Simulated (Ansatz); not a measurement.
## Yb in Ansatz: the effect of fixed moment

The system is Yb.

```
Yb
1.0
     0.00000    2.74310    2.74310
     2.74310    0.00000    2.74310
     2.74310    2.74310    0.00000
Yb
1
Direct
  0.00000 0.00000 0.00000
```

Alike in all runs:

- Program: Ansatz 0.2.0
- Task: single point
- Functional: PBE
- Potentials or basis: Ansatz PAW
- Cutoff: 420 eV (not typed: the program's choice for these potentials)
- k mesh: 7 × 7 × 7
- Occupations: fermi-dirac, width 0.05 eV

| fixed moment | spin | starting moments | energy over the lowest run (meV/atom) |
| --- | --- | --- | --- |
| 0 | collinear spin, program default start | - | 0.0 |
| 0.2 | collinear spin, ferromagnetic start | [0.2] μB | 3.1 |
| 0.5 | collinear spin, ferromagnetic start | [0.5] μB | 62.1 |
| 0.8 | collinear spin, ferromagnetic start | [0.8] μB | 153.9 |
| 1 | collinear spin, ferromagnetic start | [1.0] μB | 229.0 |
| 1.2 | collinear spin, ferromagnetic start | [1.2] μB | ? |
| 1.5 | collinear spin, ferromagnetic start | [1.5] μB | 482.4 |
| 2 | collinear spin, ferromagnetic start | [2.0] μB | 852.8 |

Problem. What does the run with fixed moment 1.2 give?

Solution. Energy over the lowest run 315.0 meV/atom.

Worked out: A parabola through the other rows of the energy over the lowest run, of slope 506 meV/atom per unit of fixed moment there, gives 319.6 meV/atom, against the run's 315.0.

Caveats: the total moment is fixed, so each spin has its own Fermi level.
